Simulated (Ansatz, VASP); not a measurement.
**One calculation of TiO2, two programs**

The input INCAR:

```
SYSTEM = TiO2
PREC = Accurate ; ENCUT = 520
EDIFF = 1E-6 ; ISMEAR = 0
SIGMA = 0.05 ; LREAL = .FALSE.
LASPH = .TRUE. ; NELM = 100
ALGO = Normal ; ISIF = 2
LWAVE = .FALSE. ; LCHARG = .FALSE.
GGA = PE ; NBANDS = 33
```

File KPOINTS:

```
Automatic mesh
0
G
  6 6 10
  0 0 0
```

Contents of POSCAR:

```
TiO2
1.0
    4.4267000000      0.0000000000      0.0000000000
    0.0000000000      4.4267000000      0.0000000000
    0.0000000000      0.0000000000      2.8848000000
Ti O
2 4
Direct
    0.0000000000      0.0000000000      0.0000000000
    0.5000000000      0.5000000000      0.5000000000
    0.3050970583      0.3050970583      0.0000000000
    0.1949029417      0.8050970583      0.5000000000
    0.6949029417      0.6949029417      0.0000000000
    0.8050970583      0.1949029417      0.5000000000
```

Input for Ansatz:

```yaml
crystal:
  lattice:
    - [4.4267, 0.0, 0.0]
    - [0.0, 4.4267, 0.0]
    - [0.0, 0.0, 2.8848]
  atoms:
    - { symbol: Ti, position: [0.0, 0.0, 0.0] }
    - { symbol: Ti, position: [0.5, 0.5, 0.5] }
    - { symbol: O, position: [0.3050970583, 0.3050970583, 0.0] }
    - { symbol: O, position: [0.1949029417, 0.8050970583, 0.5] }
    - { symbol: O, position: [0.6949029417, 0.6949029417, 0.0] }
    - { symbol: O, position: [0.8050970583, 0.1949029417, 0.5] }
basis:
  ecutwfc: 520.0
kpoints:
  mp_grid: { grid: [6, 6, 10] }
hamiltonian:
  xc: pbe
  pseudopotentials: { kind: paw, azcp: { folder: soft_1 } }
scf:
  occupations: { method: gaussian, width: 0.05 }
output:
  forces: true
  stress: true
  eigenvalues: true
```

Alike in both runs: task single point; functional PBE; k mesh 6 × 6 × 10; occupations gaussian, width 0.05 eV; no spin polarisation.

```csv
,VASP,Ansatz
version,VASP 6.6.1,Ansatz 0.2.0
potentials or method,"VASP PAW PBE potentials, release 64 (Ti_sv, O)","scalar-relativistic, plane waves, PAW"
plane-wave cutoff (eV),520,520
valence electrons in the cell,48,48
```

|  | VASP | Ansatz | Ansatz less VASP |
| --- | --- | --- | --- |
| gap on the k mesh at the Fermi level (eV) | 2.10 | 2.14 | +0.040 |
| least direct gap on the mesh (eV) | 2.10 | 2.14 | +0.040 |
| rms of the force components (eV/Å) | 0.299 | 0.288 | -0.0114 |

Atom by atom the forces differ by 0.011 eV/Å (rms over components).

 A k mesh can miss the band edges. Expect the measured gap to be larger: semilocal functionals such as PBE lack the derivative discontinuity.
